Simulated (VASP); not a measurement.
# BN (Qingsongite) (F-43m) in VASP: notebook

The runs below take BN (Qingsongite) through elastic constants, phonons, dielectric tensor, with PBEsol, PBE, r2SCAN.

Everything below comes from runs of VASP 6.6.1. Logs are shortened: lines on timing, memory, paths and dates and some standing lists are left out, and cuts for length are marked.

## Step 1: Starting point

The structure is cubic, space group F-43m (No. 216). Conventional cell: a = 3.607 Å, b = 3.607 Å, c = 3.607 Å, α = 90.00°, β = 90.00°, γ = 90.00°. B (site symmetry -43m) is surrounded by 4 N at 1.56 Å. N (site symmetry -43m) has 4 B at 1.56 Å as nearest neighbours.

## Step 2: Elastic constants, PBEsol

Input file POSCAR:

```
BN
1.0
    0.0000000000      1.8033209052      1.8033209052
    1.8033209052      0.0000000000      1.8033209052
    1.8033209052      1.8033209052      0.0000000000
  B               N
     1     1
Direct
     0.0000000000000000    0.0000000000000000    0.0000000000000000
     0.2500000000000000    0.2500000000000000    0.2500000000000000
```

Input file INCAR.step1:

```
ALGO     = Normal         # electronic algorithm
EDIFF    = 1E-8           # SCF threshold, eV
EDIFFG   = -0.002         # ionic threshold
ENCUT    = 600            # plane-wave cutoff, eV
GGA      = PS             # functional
IBRION   = 2              # ionic algorithm
ISIF     = 3              # what is computed and relaxed
ISMEAR   = 0              # smearing method
LASPH    = T              # aspherical terms in the spheres
LCHARG   = F              # write CHGCAR
LREAL    = F              # projectors in reciprocal space
LWAVE    = F              # write WAVECAR
NELM     = 80             # most SCF steps
NSW      = 40             # ionic steps
PREC     = Accurate       # precision mode
SIGMA    = 0.03           # smearing width, eV
```

Input file INCAR.step2:

```
ALGO     = Normal         # electronic algorithm
EDIFF    = 1E-8           # SCF threshold, eV
ENCUT    = 600            # plane-wave cutoff, eV
GGA      = PS             # functional
IBRION   = 6              # ionic algorithm
ISIF     = 3              # what is computed and relaxed
ISMEAR   = 0              # smearing method
LASPH    = T              # aspherical terms in the spheres
LCHARG   = F              # write CHGCAR
LREAL    = F              # projectors in reciprocal space
LWAVE    = F              # write WAVECAR
NELM     = 80             # most SCF steps
NFREE    = 2            
NSW      = 1              # ionic steps
POTIM    = 0.015          # step
PREC     = Accurate       # precision mode
SIGMA    = 0.03           # smearing width, eV
```

Input file KPOINTS:

```
k-points
0
Gamma
  14 14 14
```

Potentials or basis: VASP PAW PBE potentials, release 64 (B, N).

The run is started by

```bash
> cat potpaw_PBE.64/B/POTCAR potpaw_PBE.64/N/POTCAR > POTCAR
> cp INCAR.step1 INCAR
> mpirun -np 1 vasp_std > vasp.out
> cp CONTCAR POSCAR
> cp INCAR.step2 INCAR
> mpirun -np 1 vasp_std > vasp.out
```

OUTCAR:

```text
EDIFF = 1E-8
   ENCUT = 600
   GGA = PS
   IBRION = 6
   ISIF = 3
   ISMEAR = 0
   LASPH = T
   LREAL = F
   NELM = 80
   NFREE = 2
   NSW = 1
   POTIM = 0.015
   PREC = Accurate

 ion  position               nearest neighbor table
   1  0.000  0.000  0.000-   2 1.56   2 1.56   2 1.56   2 1.56
   2  0.250  0.250  0.250-   1 1.56   1 1.56   1 1.56   1 1.56

  LATTYP: Found a face centered cubic cell.
 ALAT       =     3.6066418104

  Lattice vectors:

 A1 = (   0.0000000000,   1.8033209052,   1.8033209052)
 A2 = (   1.8033209052,   0.0000000000,   1.8033209052)
 A3 = (   1.8033209052,   1.8033209052,   0.0000000000)

Analysis of symmetry for initial positions (statically):
=====================================================================
 Subroutine PRICEL returns:
 Original cell was already a primitive cell.

 Routine SETGRP: Setting up the symmetry group for a
 face centered cubic supercell.

 Subroutine GETGRP returns: Found 24 space group operations
 (whereof 24 operations were pure point group operations)
 out of a pool of 48 trial point group operations.

The static configuration has the point symmetry T_d .

Analysis of symmetry for dynamics (positions and initial velocities):
=====================================================================
 Subroutine PRICEL returns:
 Original cell was already a primitive cell.

 Routine SETGRP: Setting up the symmetry group for a
 face centered cubic supercell.

 Subroutine GETGRP returns: Found 24 space group operations
 (whereof 24 operations were pure point group operations)
 out of a pool of 48 trial point group operations.

The dynamic configuration has the point symmetry T_d .

 Subroutine INISYM returns: Found 24 space group operations
 (whereof 24 operations are pure point group operations),
 and found     1 'primitive' translations

[... 599 lines left out ...]
      1     -11.0990      2.00000
      2       2.3116      2.00000
      3       5.0489      2.00000
      4       5.6531      2.00000
      5      15.6160      0.00000
      6      19.0578      0.00000
      7      19.6570      0.00000
      8      20.3301      0.00000

 [... further k-points ...]

------------------------ aborting loop because EDIFF is reached ----------------------------------------

  FORCE on cell =-STRESS in cart. coord.  units (eV):
  Direction    XX          YY          ZZ          XY          YZ          ZX
  --------------------------------------------------------------------------------------
  -------------------------------------------------------------------------------------
  Total        0.0042413      0.0068966      0.0068966      0.0000000      0.0385407      0.0000000
  in kB        0.5793737      0.9420955      0.9420955      0.0000000      5.2647928      0.0000000
  external PRESSURE =       0.8211882 kB  Pullay stress =       0.0000000 kB
[... 17 lines left out ...]
  FREE ENERGIE OF THE ION-ELECTRON SYSTEM (eV)
  ---------------------------------------------------
  free  energy   TOTEN  =       -18.3479864632 eV

  energy  without entropy=      -18.3479864632  energy(sigma->0) =      -18.34798646

 INTERNAL STRAIN TENSORS FROM STRAINED CELLS
 ============================================

 INTERNAL STRAIN TENSOR FOR ION    1 for displacements in x,y,z  (eV/Angst):
          X           Y           Z          XY          YZ          ZX
  --------------------------------------------------------------------------------
  x    -0.00000     0.00000    -0.00000     0.00000     2.57014     0.00000
  y     0.00000     0.00000     0.00000    -0.00000     0.00000     2.57009
  z     0.00000     0.00000     0.00000     2.57040     0.00000     0.00000

 INTERNAL STRAIN TENSORS FROM DISPLACED ATOMS
 ============================================

 INTERNAL STRAIN TENSOR FOR ION    1 for displacements in x,y,z  (eV/Angst):
          X           Y           Z          XY          YZ          ZX
  --------------------------------------------------------------------------------
  x     0.00000    -0.00000    -0.00000     0.00000     2.57690     0.00000
  y    -0.00000     0.00000    -0.00000     0.00000     0.00000     2.57690
  z    -0.00000    -0.00000     0.00000     2.57690     0.00000     0.00000

 INTERNAL STRAIN TENSOR FOR ION    2 for displacements in x,y,z  (eV/Angst):
          X           Y           Z          XY          YZ          ZX
  --------------------------------------------------------------------------------
  x    -0.00000    -0.00000    -0.00000     0.00000    -2.56920     0.00000
  y    -0.00000    -0.00000    -0.00000     0.00000     0.00000    -2.56920
  z    -0.00000    -0.00000    -0.00000    -2.56920     0.00000     0.00000

 Eigenvectors and eigenvalues of the dynamical matrix
 ----------------------------------------------------

   1 f  =   31.446815 THz   197.586163 2PiTHz 1048.952826 cm-1   130.053517 meV
             X         Y         Z           dx          dy          dz
      0.000000  0.000000  0.000000     0.000000    0.751215    0.000000
      0.901660  0.901660  0.901660     0.000000   -0.660058    0.000000
[... 21 lines left out ...]
   6 f/i=    0.001274 THz     0.008006 2PiTHz    0.042502 cm-1     0.005270 meV
             X         Y         Z           dx          dy          dz
      0.000000  0.000000  0.000000     0.000000    0.000000   -0.660058
      0.901660  0.901660  0.901660     0.000000    0.000000   -0.751215

--------------------------------------------------------------------------------------------------------

 ELASTIC MODULI CONTR FROM IONIC RELAXATION (kBar)
 Direction    XX          YY          ZZ          XY          YZ          ZX
 --------------------------------------------------------------------------------
 XX          -0.0000     -0.0000     -0.0000     -0.0000     -0.0000     -0.0000
 YY          -0.0000     -0.0000     -0.0000     -0.0000     -0.0000     -0.0000
 ZZ          -0.0000     -0.0000     -0.0000     -0.0000     -0.0000     -0.0000
 XY          -0.0000     -0.0000     -0.0000    -36.6394      0.0000      0.0000
 YZ          -0.0000     -0.0000     -0.0000      0.0000    -36.6394      0.0000
 ZX          -0.0000     -0.0000     -0.0000      0.0000      0.0000    -36.6394
 --------------------------------------------------------------------------------

 TOTAL ELASTIC MODULI (kBar)
 Direction    XX          YY          ZZ          XY          YZ          ZX
 --------------------------------------------------------------------------------
 XX        7927.0915   1840.0382   1840.0382     -0.0000     -0.0000     -0.0000
 YY        1840.0382   7927.0915   1840.0382     -0.0000     -0.0000     -0.0000
 ZZ        1840.0382   1840.0382   7927.0915     -0.0000      0.0000     -0.0000
 XY          -0.0000     -0.0000     -0.0000   4573.6212      0.0000      0.0000
 YZ          -0.0000     -0.0000      0.0000      0.0000   4573.6212      0.0000
 ZX          -0.0000     -0.0000     -0.0000      0.0000      0.0000   4573.6212
 --------------------------------------------------------------------------------
```

OUTCAR.step1:

```text
EDIFF = 1E-8
   EDIFFG = -0.002
   ENCUT = 600
   GGA = PS
   IBRION = 2
   ISIF = 3
   ISMEAR = 0
   LASPH = T
   LREAL = F
[... 487 lines left out ...]
      0.00000      0.00000      0.00000         0.000000      0.000000      0.000000
      0.90166      0.90166      0.90166        -0.000000     -0.000000     -0.000000
 -----------------------------------------------------------------------------------
    total drift:                                0.000000      0.000000      0.000000

  FREE ENERGIE OF THE ION-ELECTRON SYSTEM (eV)
  ---------------------------------------------------
  free  energy   TOTEN  =       -18.3507638976 eV

  energy  without entropy=      -18.3507638976  energy(sigma->0) =      -18.35076390

 reached required accuracy - stopping structural energy minimisation
```

Wall time 4.6 min (1 thread of Intel Xeon Platinum 8488C (Sapphire Rapids), shared host); peak memory 0.29 GiB.

What came out:

```yaml
Elastic_constants_C11_C12_C44: 793, 184, 457 GPa
Voigt_bulk_modulus: 387 GPa
Highest_phonon_frequency_at_Γ_LO-TO_splitting_left_out: 1049 cm⁻¹
```

Phonon frequencies in cm⁻¹ (negative: imaginary):
| q point | frequencies |
| --- | --- |
| (0.000, 0.000, 0.000) | 0 0 0 1049 1049 1049 |

Elastic tensor in Voigt notation (GPa, in the Cartesian axes of the cell as first typed):
```
793 184 184   0   0   0
184 793 184   0   0   0
184 184 793   0   0   0
  0   0   0 457   0   0
  0   0   0   0 457   0
  0   0   0   0   0 457
```

Clamped-ion elastic tensor (GPa):
```
793 184 184   0   0   0
184 793 184   0   0   0
184 184 793   0   0   0
  0   0   0 461   0   0
  0   0   0   0 461   0
  0   0   0   0   0 461
```

Caveat: the PAW data sets were made with another functional, which shifts forces and pressure a little.

## Step 3: Elastic constants, PBE

This run uses another cell than the first one, of 5.95 Å³/atom, 1.015 times its volume.

Input file POSCAR:

```
BN
1.0
    0.0000000000      1.8122822379      1.8122822379
    1.8122822379      0.0000000000      1.8122822379
    1.8122822379      1.8122822379      0.0000000000
  B               N
     1     1
Direct
     0.0000000000000000    0.0000000000000000    0.0000000000000000
     0.2500000000000000    0.2500000000000000    0.2500000000000000
```

Input file INCAR.step1:

```
SYSTEM = BN
  PREC = Accurate
  ENCUT = 600
  EDIFF = 1E-8
  ISMEAR = 0
  SIGMA = 0.03
  LREAL = .False.
  LASPH = .True.
  NELM = 80
  ALGO = Fast
  ISIF = 3
  LWAVE = .False.
  LCHARG = .False.
  GGA = PE
  IBRION = 2
  NSW = 40
  EDIFFG = -0.002
```

Input file INCAR.step2:

```
SYSTEM = BN
  PREC = Accurate
  ENCUT = 600
  EDIFF = 1E-8
  ISMEAR = 0
  SIGMA = 0.03
  LREAL = .False.
  LASPH = .True.
  NELM = 80
  ALGO = Fast
  ISIF = 3
  LWAVE = .False.
  LCHARG = .False.
  GGA = PE
  IBRION = 6
  NFREE = 2
  POTIM = 0.015
  NSW = 1
```

Input file KPOINTS:

```
Automatic mesh
0
Gamma
  14 14 14
  0 0 0
```

Potentials or basis: VASP PAW PBE potentials, release 64 (B, N).

The run is started by

```bash
> cat potpaw_PBE.64/B/POTCAR potpaw_PBE.64/N/POTCAR > POTCAR
> cp INCAR.step1 INCAR
> mpirun -np 1 vasp_std > vasp.out
> cp CONTCAR POSCAR
> cp INCAR.step2 INCAR
> mpirun -np 1 vasp_std > vasp.out
```

Run time: 8.5 min. Hardware: 1 thread of Intel Xeon Platinum 8259CL at 2.50GHz (Skylake/Cascade Lake), shared host; peak memory 0.32 GiB.

Results (log left out):

```
Elastic constants C11, C12, C44                         : 780, 170, 444 GPa
Voigt bulk modulus                                      : 373 GPa
Highest phonon frequency at Γ, LO-TO splitting left out : 1030 cm⁻¹
```

Phonon frequencies in cm⁻¹ (negative: imaginary):
| q point | frequencies |
| --- | --- |
| (0.000, 0.000, 0.000) | 0 0 0 1030 1030 1030 |

Elastic tensor in Voigt notation (GPa, in the Cartesian axes of the cell as first typed):
```
780 170 170   0   0   0
170 780 170   0   0   0
170 170 780   0   0   0
  0   0   0 444   0   0
  0   0   0   0 444   0
  0   0   0   0   0 444
```

Clamped-ion elastic tensor (GPa):
```
780 170 170   0   0   0
170 780 170   0   0   0
170 170 780   0   0   0
  0   0   0 445   0   0
  0   0   0   0 445   0
  0   0   0   0   0 445
```

## Step 4: Phonons, PBE

This run uses another cell than the first one, of 5.95 Å³/atom, 1.015 times its volume.

POSCAR is that of step 3.

Input file INCAR.step1:

```
ALGO = Fast
EDIFF = 1E-8
EDIFFG = -0.002
ENCUT = 600
GGA = PE
IBRION = 2
ISIF = 3
ISMEAR = 0
LASPH = True
LCHARG = False
LREAL = False
LWAVE = False
NELM = 80
NSW = 40
PREC = Accurate
SIGMA = 0.03
```

Input file INCAR.step2:

```
ALGO = Fast
EDIFF = 1E-8
ENCUT = 600
GGA = PE
IBRION = 6
ISIF = 2
ISMEAR = 0
LASPH = True
LCHARG = False
LREAL = False
LWAVE = False
NELM = 80
NFREE = 2
NSW = 1
POTIM = 0.015
PREC = Accurate
SIGMA = 0.03
```

Input file KPOINTS:

```
k-points
0
Gamma
  14 14 14
```

Potentials or basis: VASP PAW PBE potentials, release 64 (B, N).

The run is started by

```bash
> cat potpaw_PBE.64/B/POTCAR potpaw_PBE.64/N/POTCAR > POTCAR
> cp INCAR.step1 INCAR
> mpirun -np 1 vasp_std > vasp.out
> cp CONTCAR POSCAR
> cp INCAR.step2 INCAR
> mpirun -np 1 vasp_std > vasp.out
```

OUTCAR:

```text
EDIFF = 1E-8
   ENCUT = 600
   GGA = PE
   IBRION = 6
   ISIF = 2
   ISMEAR = 0
   LASPH = True
   LREAL = False
   NELM = 80
   NFREE = 2
   NSW = 1
   POTIM = 0.015
   PREC = Accurate

 ion  position               nearest neighbor table
   1  0.000  0.000  0.000-   2 1.57   2 1.57   2 1.57   2 1.57
   2  0.250  0.250  0.250-   1 1.57   1 1.57   1 1.57   1 1.57

  LATTYP: Found a face centered cubic cell.
 ALAT       =     3.6245644758

[... 649 lines left out ...]
  x     0.00000    -0.00000    -0.00000     0.00000     1.48099     0.00000
  y    -0.00000     0.00000    -0.00000     0.00000     0.00000     1.48099
  z    -0.00000    -0.00000     0.00000     1.48099     0.00000     0.00000

 INTERNAL STRAIN TENSOR FOR ION    2 for displacements in x,y,z  (eV/Angst):
          X           Y           Z          XY          YZ          ZX
  --------------------------------------------------------------------------------
  x     0.00000     0.00000     0.00000     0.00000    -1.48192     0.00000
  y     0.00000     0.00000     0.00000     0.00000     0.00000    -1.48192
  z     0.00000     0.00000     0.00000    -1.48192     0.00000     0.00000

 Eigenvectors and eigenvalues of the dynamical matrix
 ----------------------------------------------------

   1 f  =   30.864024 THz   193.924379 2PiTHz 1029.513009 cm-1   127.643288 meV
             X         Y         Z           dx          dy          dz
      0.000000  0.000000  0.000000     0.000000    0.751206    0.000000
      0.906141  0.906141  0.906141     0.000000   -0.660068    0.000000
[... 21 lines left out ...]
   6 f/i=    0.000844 THz     0.005304 2PiTHz    0.028156 cm-1     0.003491 meV
             X         Y         Z           dx          dy          dz
      0.000000  0.000000  0.000000     0.000000    0.000000   -0.660068
      0.906141  0.906141  0.906141     0.000000    0.000000   -0.751206

 ELASTIC MODULI CONTR FROM IONIC RELAXATION (kBar)
 Direction    XX          YY          ZZ          XY          YZ          ZX
 --------------------------------------------------------------------------------
 XX          -0.0000     -0.0000     -0.0000      0.0000      0.0000      0.0000
 YY          -0.0000     -0.0000     -0.0000      0.0000      0.0000      0.0000
 ZZ          -0.0000     -0.0000     -0.0000      0.0000      0.0000      0.0000
 XY           0.0000      0.0000      0.0000    -12.4227      0.0000      0.0000
 YZ           0.0000      0.0000      0.0000      0.0000    -12.4227      0.0000
 ZX           0.0000      0.0000      0.0000      0.0000      0.0000    -12.4227
 --------------------------------------------------------------------------------
```

Run time: 47 s. Hardware: 1 thread of Intel Xeon 6975P-C (Granite Rapids), shared host; peak memory 0.21 GiB.

Results:

```yaml
Highest_phonon_frequency_at_Γ_LO-TO_splitting_left_out: 1030 cm⁻¹
```

Phonon frequencies in cm⁻¹ (negative: imaginary):
```tsv
q point	frequencies
(0.000, 0.000, 0.000)	0 0 0 1030 1030 1030
```

## Step 5: Dielectric tensor, PBE

This run uses another cell than the first one, of 5.95 Å³/atom, 1.015 times its volume.

Input file INCAR:

```
ALGO = Fast
EDIFF = 1E-8
ENCUT = 600
GGA = PE
ISIF = 2
ISMEAR = 0
LASPH = True
LCHARG = False
LEPSILON = True
LREAL = False
LWAVE = False
NELM = 80
PREC = Accurate
SIGMA = 0.03
```

Input file KPOINTS:

```
k-points
0
Monkhorst-Pack
  22 22 22
```

POSCAR, as its differences from that of step 4:

```diff
@@ -1,2 +1,2 @@
-BN
+BN                                      
 1.0
@@ -5,3 +5,3 @@
     1.8122822379      1.8122822379      0.0000000000
-  B               N
+  B               N             
      1     1
```

Potentials or basis: VASP PAW PBE potentials, release 64 (B, N).

The run is started by

```bash
> cat potpaw_PBE.64/B/POTCAR potpaw_PBE.64/N/POTCAR > POTCAR
> mpirun -np 1 vasp_std > vasp.out
```

OUTCAR:

```text
EDIFF = 1E-8
   ENCUT = 600
   GGA = PE
   ISIF = 2
   ISMEAR = 0
   LASPH = True
   LEPSILON = True
   LREAL = False
   NELM = 80
   PREC = Accurate

 ion  position               nearest neighbor table
   1  0.000  0.000  0.000-   2 1.57   2 1.57   2 1.57   2 1.57
   2  0.250  0.250  0.250-   1 1.57   1 1.57   1 1.57   1 1.57

  LATTYP: Found a face centered cubic cell.
 ALAT       =     3.6245644758

  Lattice vectors:

 A1 = (   0.0000000000,   1.8122822379,   1.8122822379)
 A2 = (   1.8122822379,   0.0000000000,   1.8122822379)
 A3 = (   1.8122822379,   1.8122822379,   0.0000000000)

Analysis of symmetry for initial positions (statically):
=====================================================================
[... 511 lines left out ...]
    -0.00027 -1.03875  0.00000
    -1.03875 -0.00027  0.00000
     0.00000  0.00000  0.00020

 MACROSCOPIC STATIC DIELECTRIC TENSOR (including local field effects in DFT)
 ------------------------------------------------------
           4.613820    -0.000000     0.000000
           0.000000     4.613820     0.000000
           0.000000     0.000000     4.613820
 ------------------------------------------------------

 PIEZOELECTRIC TENSOR (including local field effects)  for field in x, y, z        (e  Angst)
          XX          YY          ZZ          XY          YZ          ZX
  --------------------------------------------------------------------------------
  x     0.00000    -0.00000    -0.00000     0.00000    -0.77206     0.00000
  y     0.00000    -0.00000    -0.00000     0.00000    -0.00000    -0.77206
  z    -0.00000    -0.00000    -0.00000    -0.77206     0.00000     0.00000

 PIEZOELECTRIC TENSOR (including local field effects)  for field in x, y, z        (C/m^2)
          XX          YY          ZZ          XY          YZ          ZX
  --------------------------------------------------------------------------------
  x     0.00000    -0.00000    -0.00000     0.00000    -1.03910     0.00000
  y     0.00000    -0.00000    -0.00000     0.00000    -0.00000    -1.03910
  z    -0.00000    -0.00000    -0.00000    -1.03910     0.00000     0.00000

 BORN EFFECTIVE CHARGES (including local field effects) (in |e|, cummulative output)
 ---------------------------------------------------------------------------------
 ion    1
    1     1.91110    -0.00000    -0.00000
    2    -0.00000     1.91110    -0.00000
    3     0.00000     0.00000     1.91110
 ion    2
    1    -1.91110     0.00000     0.00000
    2     0.00000    -1.91110     0.00000
    3     0.00000     0.00000    -1.91110
```

Wall time 14 min (1 thread of Intel Xeon 6975P-C (Granite Rapids), shared host); peak memory 1.5 GiB.

What came out:

- Electronic dielectric tensor (diagonal): 4.61
- Born charges (mean of the diagonal): B +1.91; N -1.91 e

Electronic dielectric tensor:
```
4.61 0.00 0.00
0.00 4.61 0.00
0.00 0.00 4.61
```

Born effective charge tensors (e):
atom 1, B
```
1.91 0.00 0.00
0.00 1.91 0.00
0.00 0.00 1.91
```
atom 2, N
```
-1.91  0.00  0.00
 0.00 -1.91  0.00
 0.00  0.00 -1.91
```

(Continued in part 2 of 2.)
